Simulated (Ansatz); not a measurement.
Input of an Ansatz 0.2.0 run:

The input input.yaml:

```yaml
crystal:
  lattice:
    - [-2.574489719, 2.574489719, 1.3974126432]
    - [2.574489719, -2.574489719, 1.3974126432]
    - [2.574489719, 2.574489719, -1.3974126432]
  atoms:
    - { symbol: Ge, position: [0.5, 0.5, 0.0] }
    - { symbol: Ge, position: [0.25, 0.75, 0.5] }
kpoints:
  mp_grid: { grid: [11, 11, 11] }
scf:
  occupations: { method: fermi_dirac, width: 0.05 }
hamiltonian:
  xc: pbesol
  dispersion: d4
  pseudopotentials: { kind: all_electron, lapw: { basis_error: 0.001 } }
output:
  forces: true
  stress: true
relax:
  f_tol: 0.01
  max_steps: 60
  cell: {}
```

Potentials or basis: all-electron LAPW, scalar-relativistic.

Run with:

```sh
$ ansatz run input.yaml --threads 1 --pin off --max-ram 3072MiB --backend cpu --events-out ev --progress --plain --runs-dir out
```

Task: Estimate the space group after relaxing (to 0.05 Å).

Result: I4_1/amd (No. 141).

Task: Estimate the relaxed volume.

Result: 17.95 Å³/atom.

Final structure:
```cif
data_structure
_symmetry_space_group_name_H-M 'P 1'
_symmetry_Int_Tables_number 1
_cell_length_a 3.8612
_cell_length_b 3.8612
_cell_length_c 3.8612
_cell_angle_alpha 97.344
_cell_angle_beta 97.344
_cell_angle_gamma 138.103
_cell_volume 35.90
loop_
_atom_site_label
_atom_site_type_symbol
_atom_site_fract_x
_atom_site_fract_y
_atom_site_fract_z
_atom_site_occupancy
Ge1 Ge 0.50000 0.50000 0.00000 1
Ge2 Ge 0.25000 0.75000 0.50000 1
```
